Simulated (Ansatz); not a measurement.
Space group P6/mmm (No. 191). a = 2.465 Å, b = 2.465 Å, c = 3.567 Å, α = 90.00°, β = 90.00°, γ = 120.00°
```json
{"atom": "C", "site": "2c", "symmetry": "-6m2", "x": "0.3333", "y": "0.6667", "z": "0.0000"}
```

Equation of state of this C structure (not necessarily the ground state), with shape and atoms relaxed at each volume where symmetry leaves them free. It has no gap at any of these volumes. Computed with DFT PBE+D3(BJ), scalar-relativistic, plane waves, PAW in Ansatz.

Plane waves to 420 eV, a k mesh through Γ of 18×18×12 on the computed 2-atom cell and Gaussian smearing (0.10 eV); no spin polarisation.

```tsv
V (Å³/atom)	E − E(largest V) (meV/atom)	P (GPa)
8.258	15.86	7.49
8.540	5.00	4.80
8.821	-1.46	2.63
9.103	-4.64	1.07
9.384	-5.51	-0.01
9.666	-4.86	-0.72
9.947	-3.16	-1.17
10.323	0.00	-1.48
```

Q: Fit a third-order Birch–Murnaghan equation to E(V).

A: V0 = 9.38 Å³/atom, B0 = 30 GPa, B0' = 12.4. B0' is unusual or poorly fixed by this range.

This form isn't the element's structure at ambient conditions.